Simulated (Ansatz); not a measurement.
# Structure relaxation of Si

The calculation used DFT PBE, scalar-relativistic, plane waves, PAW (Ansatz). Cutoff 420 eV, Γ-centred k mesh, Gaussian smearing, no spin polarisation in the final step.

Si was placed on the sites of a reported O cell (Fmmm, No. 69), at a guessed volume.

```yaml
crystal:
  lattice:
    - [0.00000, 2.76092, 4.38180]
    - [1.93666, 0.00000, 4.38180]
    - [1.93666, 2.76092, 0.00000]
  atoms:
    - { symbol: Si, position: [0.08710, 0.08710, 0.91290] }
    - { symbol: Si, position: [0.91290, 0.91290, 0.08710] }
```

Cell and atoms relax at zero pressure; the relaxation can't lower the symmetry of the start. After a coarse first stage the cell is made exact in the group found at 0.06 Å.

Energies count from the standard state of Si at the same level.

Task: Which crystal results?

Result: It keeps Fmmm (No. 69), but not the shape of the type it started on. Conventional cell: a = 2.661 Å, b = 4.588 Å, c = 9.726 Å. Si has 9 Si at 2.51–2.71 Å.

```cif
data_structure
_symmetry_space_group_name_H-M 'Fmmm'
_symmetry_Int_Tables_number 69
_cell_length_a 2.6611
_cell_length_b 4.5878
_cell_length_c 9.7264
_cell_angle_alpha 90.000
_cell_angle_beta 90.000
_cell_angle_gamma 90.000
_cell_volume 118.75
loop_
_atom_site_label
_atom_site_type_symbol
_atom_site_symmetry_multiplicity
_atom_site_Wyckoff_symbol
_atom_site_fract_x
_atom_site_fract_y
_atom_site_fract_z
_atom_site_occupancy
Si1 Si 8 i 0.00000 0.00000 0.12893 1
```

Task: What are its volume, energy, density and gap?

Result: The volume per atom is 14.84 Å³, the density is 3.14 g/cm³ and the energy over the standard structure is 0.45 eV/atom. The gap on the 24×24×24 mesh is 0 eV (a metal).

The final run used a 24×24×24 mesh on its 2-atom cell and 0.10 eV smearing. For metals, differences of a few meV/atom aren't resolved. A structure relaxed within its symmetry needn't be a true minimum.